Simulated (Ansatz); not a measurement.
The system is Ga.

```xyz
2
Lattice="2.7784 0.0000 0.0000 0.0000 3.2816 0.0000 -1.3434 0.0000 3.9903" Properties=species:S:1:pos:R:3 pbc="T T T"
Ga   -0.6607    2.4612    3.0732
Ga    2.0957    0.8204    0.9171
```

This isn't the form of Ga at room conditions, which is orthorhombic.

Base run:

```yaml
Program: Ansatz 0.2.0
Functional: LDA
Potentials_or_basis: all-electron LAPW, relativistic spinors
Cutoff: 251 eV
Density_cutoff: 1005 eV
Basis_error_allowed: 0.001 eV/atom
k_mesh: 7 × 6 × 5
Occupations: fermi-dirac, width 0.05 eV
Spin: spin-orbit coupling, no magnetisation
```

Its results: pressure -2.7 GPa; largest force 0.130 eV/Å.

Problem. The run is repeated on the same cell with these changes: functional from LDA to PBEsol; k mesh from 7 × 6 × 5 to 8 × 6 × 5. What comes out?

Solution. Pressure -0.5 GPa; largest force 0.147 eV/Å.

Several settings changed at once, so the effect can't be laid on one alone.

Caveats: the k mesh is thin for a metal, which can move the energy by tens of meV per atom.

Not every run made on this cell is shown here.
